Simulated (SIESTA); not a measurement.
## KTaO3 under changes of volume

One of the cells (12.688 Å³/atom); the others are scaled copies at fixed shape and fractional positions:

```xyz
5
Lattice="3.9883 0.0000 0.0000 0.0000 3.9883 0.0000 0.0000 0.0000 3.9883" Properties=species:S:1:pos:R:3 pbc="T T T"
Ta    0.0000    0.0000    0.0000
K     1.9942    1.9942    1.9942
O     0.0000    0.0000    1.9942
O     0.0000    1.9942    0.0000
O     1.9942    0.0000    0.0000
```

* Program: SIESTA 5.4.2
* Functional: LDA
* Potentials or basis: PseudoDojo 0.4 standard (LDA files)
* Basis: DZP (energy shift 0.003 Ry; two zetas on semicore shells; d shell added on K)
* Grid cutoff: 800 Ry
* Energy shift: 0.003 Ry
* k mesh: 5 × 5 × 5
* Occupations: fermi-dirac, width 0.05 eV
* Spin: no spin polarisation

```tsv
volume (Å³/atom)	energy over the lowest point (meV/atom)	pressure (GPa)	gap on the mesh (eV)
11.927	16.11	10.1	2.06
12.180	4.22	5.0	2.02
12.434	0.00	0.4	1.98
12.688	2.81	-3.8	1.94
12.942	11.77	-7.5	1.90
13.196	?	?	?
13.449	45.89	-13.8	1.83
```

**Question.** What does the run at 13.196 Å³/atom give?

**Answer.** Energy over the lowest point 26.36 meV/atom; pressure -10.8 GPa; gap on the mesh 1.86 eV.

Worked out: A Birch-Murnaghan fit of order 3 (a polynomial in V^(-2/3)) to the other rows has its minimum at 12.46 Å³/atom with B0 = V·E''(V) = 213 GPa and B' = 4.4. It gives 26.37 meV/atom at 13.196 Å³/atom, against the run's 26.36, and -dE/dV = -10.8 GPa, against -10.8. A straight line through the other rows of the gap, of slope -1.93 eV per unit of ln V, gives 1.86 eV, against the run's 1.86.

Energies are extrapolated to zero smearing.

Caveats: short orbitals over semicore shells can move pressures by several GPa; spin-orbit coupling is left out, which moves the levels of the heavy elements; an odd mesh through Γ misses points on the zone boundary, where band edges often lie; the basis of atomic orbitals isn't converged, which shifts pressures, moduli and gaps.
